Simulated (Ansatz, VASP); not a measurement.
Given: the input of a run of VASP 6.6.1 on TiB2.

The input INCAR:

```
SYSTEM = TiB2
PREC = Accurate
ENCUT = 520
EDIFF = 1E-7
ISMEAR = -1
SIGMA = 0.05
LREAL = .FALSE.
LASPH = .TRUE.
NELM = 80
ALGO = Normal
ISIF = 2
LWAVE = .FALSE.
LCHARG = .FALSE.
GGA = PE
NBANDS = 16
```

Contents of KPOINTS:

```
regular mesh
0
G
  10 10 8
  0 0 0
```

The input POSCAR:

```
TiB2
1.0
    3.0088691861      0.0000000000      0.0000000000
   -1.5044345930      2.6057571518      0.0000000000
    0.0000000000      0.0000000000      3.2067322330
Ti B
1 2
Direct
    0.0000000000      0.0000000000      0.0000000000
    0.6666666667      0.3333333333      0.5000000000
    0.3333333333      0.6666666667      0.5000000000
```

Potentials or basis: VASP PAW PBE potentials, release 64 (Ti_sv, B).

Launch:

```bash
$ cat potpaw_PBE.64/Ti_sv/POTCAR potpaw_PBE.64/B/POTCAR > POTCAR
$ mpirun -np 1 vasp_std > vasp.out
```

Task: Set up the same calculation for Ansatz 0.2.0. Potentials there: Ansatz PAW.

Result: As run (the cutoff follows the program's own potentials):

Contents of input.yaml:

```yaml
crystal:
  lattice:
    - [3.0088691861, 0.0, 0.0]
    - [-1.504434593, 2.6057571518, 0.0]
    - [0.0, 0.0, 3.206732233]
  atoms:
    - { symbol: Ti, position: [0.0, 0.0, 0.0] }
    - { symbol: B, position: [0.6666666667, 0.3333333333, 0.5] }
    - { symbol: B, position: [0.3333333333, 0.6666666667, 0.5] }
hamiltonian:
  xc: pbe
  pseudopotentials: { kind: paw }
kpoints:
  mp_grid: { grid: [10, 10, 8] }
scf:
  occupations: { method: fermi_dirac, width: 0.05 }
output:
  forces: true
  stress: true
  eigenvalues: true
```

Potentials or basis: Ansatz PAW.

Launch:

```bash
$ ansatz run input.yaml --threads 1 --pin off --max-ram 3584MiB --backend cpu --events-out ev --progress --plain --runs-dir out
```

Both were run:

|  | VASP | Ansatz | Ansatz less VASP |
| --- | --- | --- | --- |
| gap on the k mesh at the Fermi level (eV) | none | none | - |
| pressure (GPa) | 5.9 | 5.7 | -0.18 |
| largest component of the traceless stress (GPa) | 1.04 | 1.05 | +0.011 |

A gap of «none» marks a metal or a gap that the smearing closes. The functional is the same, so the differences come from potentials, cutoffs and numerics.
